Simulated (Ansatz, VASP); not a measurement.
Two plane-wave programs on AlN

File INCAR:

```
ALGO = Normal
EDIFF = 1E-6
EDIFFG = -0.004
ENCUT = 520
GGA = CA
IBRION = 2
ISIF = 2
ISMEAR = 0
LASPH = True
LCHARG = False
LREAL = False
LWAVE = False
NELM = 80
NSW = 80
PREC = Accurate
SIGMA = 0.01
```

Contents of KPOINTS:

```
k-points
0
Gamma
  8 8 5
```

The input POSCAR:

```
AlN
1.0
    3.0887828234      0.0000000000      0.0000000000
   -1.5443914117      2.6749643918      0.0000000000
    0.0000000000      0.0000000000      4.9433073469
Al N
2 2
Direct
    0.3333333333      0.6666666667      0.0000034427
    0.6666666667      0.3333333333      0.5000034427
    0.3333333333      0.6666666667      0.3819965573
    0.6666666667      0.3333333333      0.8819965573
```

Input for Ansatz:

```yaml
crystal:
  lattice:
    - [3.0887828234, 0.0, 0.0]
    - [-1.5443914117, 2.6749643918, 0.0]
    - [0.0, 0.0, 4.9433073469]
  atoms:
    - { symbol: Al, position: [0.3333333333, 0.6666666667, 3.4427e-06] }
    - { symbol: Al, position: [0.6666666667, 0.3333333333, 0.5000034427] }
    - { symbol: "N", position: [0.3333333333, 0.6666666667, 0.3819965573] }
    - { symbol: "N", position: [0.6666666667, 0.3333333333, 0.8819965573] }
scf:
  occupations: { method: fixed }
output:
  forces: true
  stress: true
  eigenvalues: true
  polarization: { axes: [b3], string_points: 12 }
hamiltonian:
  xc: lda
kpoints:
  mp_grid: { grid: [8, 8, 5] }
relax:
  f_tol: 0.004
```

Alike in both runs: task relaxation of the atoms; functional LDA; k mesh 8 × 8 × 5; no spin polarisation.

|  | VASP | Ansatz |
| --- | --- | --- |
| version | VASP 6.6.1 | Ansatz 0.2.0 |
| potentials or method | VASP PAW LDA potentials, release 64 (Al, N) | scalar-relativistic, plane waves, PAW |
| plane-wave cutoff (eV) | 520 | 420 |
| occupations | gaussian, width 0.01 eV | fixed |
| valence electrons in the cell | 16 | 16 |

|  | VASP | Ansatz | Ansatz less VASP |
| --- | --- | --- | --- |
| gap on the k mesh at the Fermi level, each at its own relaxed structure (eV) | 4.42 | 4.42 | -0.007 |

Ansatz warned: «stress_scf_threshold_loose».

Caveats: the relaxation stopped at its first step, so nothing moved. LDA gaps usually lie below the measured ones, often by a third to a half.
